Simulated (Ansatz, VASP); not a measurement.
**Two plane-wave programs on MgSiN**

```
Mg Si N
1.0
     3.37332    0.00000    0.00000
     0.00000    3.37332    0.00000
     0.00000    0.00000    3.43587
Mg Si N
1 1 1
Cartesian
  1.6867 1.6867 1.7179
  1.6867 1.6867 0.0000
  0.0000 0.0000 0.0000
```

Change from the starting cell: species swapped into the DyCoC type (P4/mmm, No. 123).

Alike in both runs: task relaxation of cell and atoms; functional PBE; k mesh 6 × 6 × 6; occupations gaussian, width 0.1 eV; no spin polarisation.

|  | VASP | Ansatz |
| --- | --- | --- |
| version | VASP 6.6.1 | Ansatz 0.2.0 |
| potentials or method | VASP PAW PBE potentials, release 64 (Mg, Si, N) | scalar-relativistic, plane waves, PAW |
| plane-wave cutoff (eV) | 600 | 420 |
| valence electrons in the cell | 11 | 19 |

VASP gave:

* gap on the k mesh at the Fermi level, each at its own relaxed structure (eV): none
* relaxed volume (Å³/atom): 13.81
* relaxed cell length with the largest relative difference (Å): 5.426
* energy change over the relaxation (meV/atom): -4109

**Question.** Estimate Ansatz's values.

**Answer.** gap on the k mesh at the Fermi level, each at its own relaxed structure (eV): none; relaxed volume (Å³/atom): 15.12; relaxed cell length with the largest relative difference (Å): 6.072; energy change over the relaxation (meV/atom): -4194.

A gap of «none» marks a metal or a gap that the smearing closes. One of these differences is far larger than is usual between the two programs; its cause wasn't traced. The two sets of potentials don't hold the same shells in valence.
